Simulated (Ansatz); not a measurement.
# CdS (CsCl type): a single-point run

Aim: a sound single-point run of CdS (CsCl type). The structure is shown as the input types it.

Program: Ansatz 0.2.0. Level of theory: DFT, PBE, all-electron LAPW, scalar-relativistic. These are calculated values, not measurements.

### Step 1. The system as given

It takes space group Pm-3m (No. 221, cubic). The conventional cell has a = 6.080 Å, b = 6.080 Å, c = 6.080 Å, α = 90.00°, β = 90.00°, γ = 90.00°.

Coordinates:

```cif
data_structure
_symmetry_space_group_name_H-M 'Pm-3m'
_symmetry_Int_Tables_number 221
_cell_length_a 6.0805
_cell_length_b 6.0805
_cell_length_c 6.0805
_cell_angle_alpha 90.000
_cell_angle_beta 90.000
_cell_angle_gamma 90.000
_cell_volume 224.81
loop_
_atom_site_label
_atom_site_type_symbol
_atom_site_symmetry_multiplicity
_atom_site_Wyckoff_symbol
_atom_site_fract_x
_atom_site_fract_y
_atom_site_fract_z
_atom_site_occupancy
Cd1 Cd 1 a 0.00000 0.00000 0.00000 1
S1 S 1 b 0.50000 0.50000 0.50000 1
```

### Step 2. The run

Contents of input.yaml:

```yaml
crystal:
  lattice:
    - [6.08048423, 0.0, 0.0]
    - [0.0, 6.08048423, 0.0]
    - [0.0, 0.0, 6.08048423]
  atoms:
    - { symbol: Cd, position: [0.0, 0.0, 0.0] }
    - { symbol: S, position: [0.5, 0.5, 0.5] }
kpoints:
  mp_grid: { grid: [14, 14, 14] }
scf:
  occupations: { method: fermi_dirac, width: 0.05 }
  max_iter: 60
hamiltonian:
  xc: pbe
  pseudopotentials: { kind: all_electron, lapw: { basis_error: 0.001 } }
output:
  forces: true
  stress: true
  eigenvalues: true
  populations: true
```

Launch:

```sh
$ ansatz run input.yaml --threads 1 --pin off --max-ram 2048MiB --backend cpu --events-out ev --progress --plain --runs-dir out
```

What it wrote:

```text
Cd: projections on atomic orbitals take those of the free atom 1s2 2s2 2p6 3s2 3p6 3d10 4s2 4p6 4d10 5s2, of charge +0.00 (hamiltonian.pseudopotentials.projection_atoms)
S: projections on atomic orbitals take those of the free atom 1s2 2s2 2p6 3s2 3p4, of charge +0.00 (hamiltonian.pseudopotentials.projection_atoms)
LAPW: plane waves up to 3.691 Å⁻¹, error target 1.0e-3 eV per atom; small_component_spin mean_spin; S in spheres of 2.675 Å, 6 of its electrons in bands, Dirac shells []; Cd in spheres of 2.591 Å, 18 of its electrons in bands, Dirac shells []
Engine: ansatz 0.2.0
Pseudopotentials: kind: all_electron
Pseudopotential: Cd, LAPW, valence charge 18, Koelling and Harmon's equation, gaussian nucleus
Pseudopotential: S, LAPW, valence charge 6, Koelling and Harmon's equation, gaussian nucleus
Functional definition: PBE
  parameter kappa = 0.804
  parameter beta = 0.06672455060314922
  exchange = pbe_x(kappa = kappa, mu = beta*pi^2/3)
  correlation = pbe_c(beta = beta)
Crystal: 2 atoms, lattice volume = 224.809 Å³
Basis set: ecut = 51.901450597441574 eV, 179 PW (Γ), exchange–correlation at level 2
Bands: 16, of which v1, the nominal top of the filled ones, is band 12 counted from 1 (11 counted from 0)
Symmetry: 48 space group operations
Space group: Pm-3m (ITA 221), of the structure as read, at distance tolerance 6.1e-5 Å
k-points: 120 of 2744
Non-local potential: Cd, projectors of the file, none
Non-local potential: S, projectors of the file, none
Initial density: superposition of atomic densities (chi_scale 0.1, normalization cell), built separately for each of the 2 bonded fragments (scf.initial_density.interfragment_charge_transfer: auto; true builds it for the cell as a whole; a typed value also counts as a typed key of the start: scf.initial_density.chi_scale says what that changes, if anything)
Initial wavefunctions: plane waves of lowest kinetic energy (no species holds an atomic orbital)
Functional: x = pbe(κ = 0.804, μ = 0.2195149727645171), c = pbe(β = 0.06672455060314922)
iter 1 solved again at ethr=2.60e-2 eV; its pass at ethr=1.00e-1 eV (dr2=6.23e0 eV) is discarded
SCF iter   1: F=—  HF=-163096.061614 eV  |F-HF|=—  |Δ(HF+E_count)|=         —  Δρ=1.98e-2  dr2=6.23e0  ethr=2.60e-2  ⟨swp⟩=2.0  Hψ=11912  notcnv=0
preconditioner: auto → Resta (q_TF=auto, 1.879 Å⁻¹)  ε∞=2.5  [insulator: Δε(μ)=1.112 eV  Ē_g=8.529 eV  σ=0.050 eV  W_gap=1.00  n_scr=26 (ndim 8)  ℏωp=10.5 eV  f_vac=0.532  D(μ)=0.00/eV (n_scr^D=0)  ε∞_Penn≈2.5]
SCF iter   2: F=—  HF=-163102.555346 eV  |F-HF|=—  |Δ(HF+E_count)|=    6.49e0  Δρ=3.86e-2  dr2=2.31e1  ethr=2.60e-2  ⟨swp⟩=2.9  Hψ=6550  notcnv=0  recentre
preconditioner: auto → LDOS  [metal: Δε(μ)=0.004 eV  Ē_g=9.915 eV  σ=0.050 eV  W_gap=0.02  n_scr=26 (ndim 8)  ℏωp=10.5 eV  f_vac=0.469  D(μ)=5.10/eV (n_scr^D=26)  β→1.0]
iter 3 solved again at ethr=4.08e-4 eV; its pass at ethr=2.60e-2 eV (dr2=9.80e-2 eV) is discarded
SCF iter   3: F=—  HF=-163094.022906 eV  |F-HF|=—  |Δ(HF+E_count)|=    8.53e0  Δρ=2.61e-3  dr2=9.82e-2  ethr=4.08e-4  ⟨swp⟩=2.7  Hψ=10678  notcnv=0
SCF iter   4: F=—  HF=-163093.882362 eV  |F-HF|=—  |Δ(HF+E_count)|=         —  Δρ=2.58e-3  dr2=1.04e-1  ethr=4.08e-4  ⟨swp⟩=2.1  Hψ=6731  notcnv=0
the basis was enlarged: its passes take 2.4 MiB over the memory plan, 1 of 1 planned eigensolver slots
SCF iter   5: F=—  HF=-163093.836430 eV  |F-HF|=—  |Δ(HF+E_count)|=   4.59e-2  Δρ=1.71e-3  dr2=4.58e-2  ethr=4.08e-4  ⟨swp⟩=2.0  Hψ=6000  notcnv=0
SCF iter   6: F=—  HF=-163093.817667 eV  |F-HF|=—  |Δ(HF+E_count)|=   1.88e-2  Δρ=4.38e-4  dr2=2.97e-3  ethr=1.91e-4  ⟨swp⟩=2.0  Hψ=6053  notcnv=0
SCF iter   7: F=—  HF=-163093.818067 eV  |F-HF|=—  |Δ(HF+E_count)|=   4.00e-4  Δρ=6.60e-4  dr2=6.73e-3  ethr=1.24e-5  ⟨swp⟩=2.0  Hψ=6394  notcnv=0
SCF iter   8: F=—  HF=-163093.816654 eV  |F-HF|=—  |Δ(HF+E_count)|=   1.41e-3  Δρ=1.30e-4  dr2=2.52e-4  ethr=1.24e-5  ⟨swp⟩=2.0  Hψ=6358  notcnv=0
SCF iter   9: F=—  HF=-163093.816675 eV  |F-HF|=—  |Δ(HF+E_count)|=   2.06e-5  Δρ=1.35e-4  dr2=2.82e-4  ethr=1.05e-6  ⟨swp⟩=2.0  Hψ=6360  notcnv=0
SCF iter  10: F=—  HF=-163093.816735 eV  |F-HF|=—  |Δ(HF+E_count)|=   6.06e-5  Δρ=1.77e-4  dr2=4.93e-4  ethr=1.05e-6  ⟨swp⟩=2.0  Hψ=6360  notcnv=0
SCF iter  11: F=—  HF=-163093.816660 eV  |F-HF|=—  |Δ(HF+E_count)|=   7.52e-5  Δρ=8.14e-5  dr2=1.04e-4  ethr=1.05e-6  ⟨swp⟩=2.0  Hψ=6009  notcnv=0
SCF iter  12: F=—  HF=-163093.816640 eV  |F-HF|=—  |Δ(HF+E_count)|=   1.98e-5  Δρ=1.65e-5  dr2=4.28e-6  ethr=4.33e-7  ⟨swp⟩=2.0  Hψ=6358  notcnv=0
SCF iter  13: F=—  HF=-163093.816645 eV  |F-HF|=—  |Δ(HF+E_count)|=   4.70e-6  Δρ=2.67e-6  dr2=1.12e-7  ethr=1.78e-8  ⟨swp⟩=2.7  Hψ=6439  notcnv=0
SCF iter  14: F=-163093.816645 eV  HF=-163093.816645 eV  |F-HF|=4.07e-10  |Δ(HF+E_count)|=   1.85e-8  Δρ=2.28e-7  dr2=6.41e-10  ethr=4.65e-10  ⟨swp⟩=2.0  Hψ=6361  notcnv=0
SCF 1 converged in 14 iterations: F = -163093.816645 eV  dr2 = 6.41e-10
SCF converged after 14 iterations
Free energy (F): -163093.816645 eV
Harris-Foulkes:  -163093.816645 eV  (|F-HF|=4.07e-10)
Internal energy: -163093.652017 eV  (E = F + TS)
E sigma→0 (E₀):  -163093.734331 eV
Entropy (-TS):   -0.164628 eV (-82.314 meV/atom)
Fermi energy:    -3.019833 eV
--- Per-component energies (eV) ---
  E_band       = -532.667567
  E_kinetic    = 170381.374368
  E_xc         = -4900.784850
  E_electrostatic = -328574.241535  (all electrons and nuclei)
  E_smearing   = -0.164628  (= −TS)
  E_closure    = 0.000000  (closes the sum)
  E_atoms      = -163093.279048  (free atoms, spherical and without spin; not in F)
  Σ components = -163093.816645   (vs F -163093.816645, Δ=0.00e0)
  Basis errors (estimates in eV, not in F): energy 1.5e-4 per atom: plane waves 1.3e-4 (7.0e-5 summed), levels above the bands 3.2e-54, relativity 5.2e-8, radial functions 1.7e-5, core shells 3.4e-7; eigenvalues (radial functions only) 1.1e-5; not estimated: angular momenta, meshes, grids; target (lapw.basis_error) 1.0e-3; muffin-tin radii S 2.675 Å, Cd 2.591 Å
--- Forces (eV/Å), atoms counted from 1 ---
  atom   1  Cd    -0.00000000    -0.00000000     0.00000000
  atom   2  S      0.00000000     0.00000000     0.00000000
  max |Σ_I F_I| component: 2.49e-32 eV/Å
--- Stress (GPa, compression-positive) ---
       -0.433672       0.000000       0.000000
        0.000000      -0.433672       0.000000
        0.000000       0.000000      -0.433672
  P = ⅓ Tr σ = -0.4337 GPa (-4.337 kbar)
--- Band table (eV; the first three rows and the last of 120) ---
  k-point 0: bands = ["-64.9520", "-64.9520", "-64.9520", "-13.2051", "-9.7454", "-9.7454", "-9.7421", "-9.7421", "-9.7421", "-3.4745", "-3.0640", "-3.0640", "-3.0640", "2.0636", "2.0636", "2.0636"]
  k-point 1: bands = ["-64.9520", "-64.9520", "-64.9520", "-13.2050", "-9.7454", "-9.7453", "-9.7421", "-9.7421", "-9.7421", "-3.4781", "-3.0634", "-3.0634", "-3.0575", "1.9203", "2.0656", "2.0656"]
  k-point 2: bands = ["-64.9520", "-64.9520", "-64.9520", "-13.2047", "-9.7454", "-9.7450", "-9.7422", "-9.7422", "-9.7421", "-3.4882", "-3.0617", "-3.0617", "-3.0390", "1.6395", "2.0713", "2.0713"]
  k-point 119: bands = ["-64.9520", "-64.9520", "-64.9520", "-13.1996", "-9.7431", "-9.7431", "-9.7431", "-9.7422", "-9.7422", "-3.1697", "-3.1210", "-3.1210", "-3.1210", "1.2211", "1.2211", "1.2211"]
--- Löwdin populations: 2 sites ---
  site symbol       q [e]
     0     Cd     47.7332
     1      S     16.2563
  spilling = 0.000165 (of n_electrons = 64.000000)
```

Run time: 20 s. Hardware: 1 thread of Arm Neoverse V1, shared host; peak memory 0.33 GiB.

### Step 3. Can this be trusted?

This run ends as converged. That alone doesn't make the input a sound one.

The geometry is stretched towards separate atoms, where one determinant is a poor description. The shortest distance in the input is 5.27 Å, between atoms 1 (Cd) and 2 (S).

Remedy: restore the intended geometry.

### Step 4. Second run, to compare

Other changes include scf.max_iter.

input.yaml: that of step 2 with these lines changed.

```diff
@@ -2,5 +2,5 @@
   lattice:
-    - [6.08048423, 0.0, 0.0]
-    - [0.0, 6.08048423, 0.0]
-    - [0.0, 0.0, 6.08048423]
+    - [3.3167200724, 0.0, 0.0]
+    - [0.0, 3.3167200724, 0.0]
+    - [0.0, 0.0, 3.3167200724]
   atoms:
@@ -12,3 +12,2 @@
   occupations: { method: fermi_dirac, width: 0.05 }
-  max_iter: 60
 hamiltonian:
```

Launch:

```sh
$ ansatz run input.yaml --threads 1 --pin off --max-ram 2048MiB --backend cpu --events-out ev --progress --plain --runs-dir out
```

The main lines of its log:

```text
[...]
Basis set: ecut = 187.3862396354742 eV, 203 PW (Γ), exchange–correlation at level 2
[...]
k-points: 120 of 2744
[...]
SCF iter   1: F=—  HF=-163098.883865 eV  |F-HF|=—  |Δ(HF+E_count)|=         —  Δρ=4.76e-2  dr2=1.74e0  ethr=5.10e-3  ⟨swp⟩=2.0  Hψ=16857  notcnv=0
preconditioner: auto → Resta (q_TF=auto, 2.696 Å⁻¹)  ε∞=5.6  [insulator: Δε(μ)=0.276 eV  Ē_g=12.181 eV  σ=0.050 eV  W_gap=0.72  n_scr=18 (ndim 8)  ℏωp=26.1 eV  f_vac=0.000  D(μ)=0.01/eV (n_scr^D=0)  ε∞_Penn≈5.6]
[...]
SCF iter   2: F=—  HF=-163098.125040 eV  |F-HF|=—  |Δ(HF+E_count)|=   7.59e-1  Δρ=1.44e-2  dr2=1.68e-1  ethr=4.95e-4  ⟨swp⟩=2.0  Hψ=13368  notcnv=0
[...]
SCF iter   8: F=—  HF=-163098.083745 eV  |F-HF|=—  |Δ(HF+E_count)|=   4.21e-6  Δρ=4.14e-5  dr2=9.46e-7  ethr=4.06e-8  ⟨swp⟩=2.0  Hψ=7354  notcnv=0
SCF iter   9: F=-163098.083745 eV  HF=-163098.083745 eV  |F-HF|=7.86e-9  |Δ(HF+E_count)|=   2.45e-7  Δρ=8.26e-6  dr2=1.71e-8  ethr=2.78e-9  ⟨swp⟩=2.0  Hψ=7354  notcnv=0
[...]
SCF converged after 9 iterations
Free energy (F): -163098.083745 eV
[...]
E sigma→0 (E₀):  -163098.078783 eV
[...]
Fermi energy:    13.388452 eV
[...]
  P = ⅓ Tr σ = 7.0356 GPa (70.356 kbar)
[...]
```

It took 20 s on 1 thread of Arm Neoverse V1, shared host; peak memory 0.4 GiB.

| run | ending | energy change | pressure (GPa) | gap (eV) | force (eV/Å) | cycles | time |
| --- | --- | --- | --- | --- | --- | --- | --- |
| first try | converged | +2.13 eV/atom | -0.4 | 0.00 | 0.00 | 14 | 20 s |
| second try | converged | 0 | 7.0 | 0.00 | 0.00 | 9 | 20 s |

### Step 5. Results

| quantity | value |
| --- | --- |
| first try | converged, 14 SCF cycles |
| fault in the input | structure stretched |
| second try | converged, 9 SCF cycles |
| total energy | -163098.0837 eV |
| pressure | 7.04 GPa |
| gap on the mesh | none (metal on this mesh) |
| largest force | 0.000 eV/Å |

**Reading.** Both runs converge, but the first lies +2.13 eV/atom from the second; in the second, the pressure goes from -0.4 to 7.0 GPa. Only the second answers the question as it was meant.
